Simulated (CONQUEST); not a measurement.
The system is HfO2.

```
CELL_PARAMETERS angstrom
5.00476 0.00000 0.00000
0.00000 5.03269 0.00000
0.00000 0.00000 5.21946
ATOMIC_POSITIONS crystal
Hf 0.73212 0.73881 0.96174
Hf 0.73612 0.24181 0.53227
Hf 0.27142 0.75413 0.46851
Hf 0.26175 0.25080 0.03721
O 0.92668 0.88079 0.62770
O 0.93107 0.38357 0.86841
O 0.53269 0.49992 0.23989
O 0.54123 0.98841 0.27614
O 0.45560 0.99350 0.76469
O 0.45565 0.48763 0.74308
O 0.06382 0.87332 0.12419
O 0.07275 0.38158 0.36004
```

The cell comes from a database or a generator and needn't be the stable form of this composition.

The cell isn't the ideal one: atoms moved at random, drawn with an rms of 0.05 Å.

Program: CONQUEST 1.3. Alike in all runs: task single point; level PBE; no spin polarisation; cell atoms moved at random, drawn with an rms of 0.05 Å; k mesh 4 × 4 × 4; smearing fermi-dirac 0.05 eV.

Question: Order these runs on this cell by their band gap on the k mesh, lowest first.
A. potentials or basis PseudoDojo NC PBE, SZ, grid cutoff 150 Ha
B. potentials or basis PseudoDojo NC PBE, SZP, grid cutoff 150 Ha
C. potentials or basis PseudoDojo NC PBE, DZ, grid cutoff 150 Ha

Answer: A (3.56 eV), B (3.94 eV), C (4.27 eV).

Caveats: the atomic basis is small; spin-orbit coupling is left out, which moves the levels of the heavy elements; the basis of atomic orbitals isn't converged, which shifts pressures, moduli and gaps.

A k mesh can miss the band edges.
